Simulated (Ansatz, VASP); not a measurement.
HgTe in VASP and in Ansatz

```
CELL_PARAMETERS angstrom
0.00000 3.32480 3.32480
3.32480 0.00000 3.32480
3.32480 3.32480 0.00000
ATOMIC_POSITIONS crystal
Hg 0.00000 0.00000 0.00000
Te 0.75000 0.75000 0.75000
```

Alike in both runs: functional PBE; k mesh 12 × 12 × 12; occupations gaussian, width 0.1 eV; no spin polarisation.

Ansatz relaxed the structure, and its values are those at the end. VASP's run is a single point on that final structure, the one shown.

|  | VASP | Ansatz |
| --- | --- | --- |
| version | VASP 6.6.1 | Ansatz 0.2.0 |
| potentials or method | VASP PAW PBE potentials, release 64 (Hg, Te) | scalar-relativistic, plane waves, PAW |
| plane-wave cutoff (eV) | 520 | 420 |
| valence electrons in the cell | 18 | 36 |

VASP gave:

| Property | Result |
| --- | --- |
| gap on the k mesh at the Fermi level (eV) | none |
| pressure (GPa) | 0.1 |

Problem. What did Ansatz give for the same quantities?

Solution. gap on the k mesh at the Fermi level (eV): none; pressure (GPa): 0.0.

A gap of «none» marks a metal or a gap that the smearing closes. The two sets of potentials don't hold the same shells in valence.

The runs have no spin-orbit coupling, so splittings on Hg, Te are missing.
